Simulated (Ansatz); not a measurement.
MoP:

```
Mo P
1.0
     3.22300    0.00000    0.00000
    -1.61150    2.79120    0.00000
     0.00000    0.00000    3.19100
Mo P
1 1
Direct
  0.00000 0.00000 0.00000
  0.33333 0.66667 0.50000
```

```yaml
Program: Ansatz 0.2.0
Task: relaxation of cell and atoms
Functional: HF
Potentials_or_basis: Ansatz PAW
Cutoff: "420 eV (not typed: the program's choice for these potentials)"
k_mesh: 5 × 5 × 4
Occupations: fermi-dirac, width 0.05 eV
Spin: no spin polarisation
```

At the start: volume 14.35 Å³/atom.

Where does the relaxation end?

It ends after 4 steps and the volume is 14.27 Å³/atom (-0.6 %); space group P-6m2 (No. 187, to 0.05 Å).

The path:
```tsv
step	energy change (eV)	largest force (eV/Å)	volume (Å³)
1	0.0000	0.0000	28.71
2	-0.0056	0.0000	28.56
3	-0.0056	0.0000	28.54
4	-0.0056	0.0000	28.54
```

Final structure:
```yaml
crystal:
  lattice:
    - [3.20209, 0.00000, 0.00000]
    - [-1.60104, 2.77309, 0.00000]
    - [0.00000, 0.00000, 3.21451]
  atoms:
    - { symbol: Mo, position: [0.00000, 0.00000, 0.00000] }
    - { symbol: P, position: [0.33333, 0.66667, 0.50000] }
```

Caveat: the k mesh is coarse (spacing up to 0.49 Å⁻¹), so the values aren't converged, least of all with exact exchange; the plane-wave basis is chosen anew once the cell has moved, so the energies of steps on either side of that aren't comparable; the PAW data sets come from PBE, with cores solved anew for the run's functional, which leaves a small shift of forces and pressure.
